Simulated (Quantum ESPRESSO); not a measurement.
The system is Pd.

```
CELL_PARAMETERS angstrom
-1.57228 1.57228 1.57228
1.57228 -1.57228 1.57228
1.57228 1.57228 -1.57228
ATOMIC_POSITIONS crystal
Pd 0.00000 0.00000 0.00000
```

This isn't the form of Pd at room conditions, which is fcc.

| Quantity | Value |
| --- | --- |
| Program | Quantum ESPRESSO 7.5 |
| Task | single point |
| Functional | PBEsol |
| Potentials or basis | GBRV 1.5 PBEsol |
| Cutoff | 612 eV |
| Density cutoff | 4898 eV |
| k mesh | 12 × 12 × 12 |
| Occupations | fermi-dirac, width 0.05 eV |
| Spin | no spin polarisation |

On this cell: pressure -9.7 GPa; band gap on the k mesh none (metal or under the smearing width).

The same run follows on a disturbed copy (cell strained at random at fixed volume):

```xyz
1
Lattice="-1.5992 1.5491 1.6285 1.6030 -1.5085 1.5917 1.5779 1.4873 -1.5879" Properties=species:S:1:pos:R:3 pbc="T T T"
Pd   -0.0415    0.0035    0.0387
```

Task: What does the disturbed cell give?

Result: The energy (extrapolated to zero smearing) moves by +0.2 meV/atom; pressure -9.6 GPa; band gap on the k mesh none (metal or under the smearing width).

Stress tensor (GPa, compression positive):
```
 -9.31   1.24  -0.42
  1.24 -10.72  -2.42
 -0.42  -2.42  -8.91
```
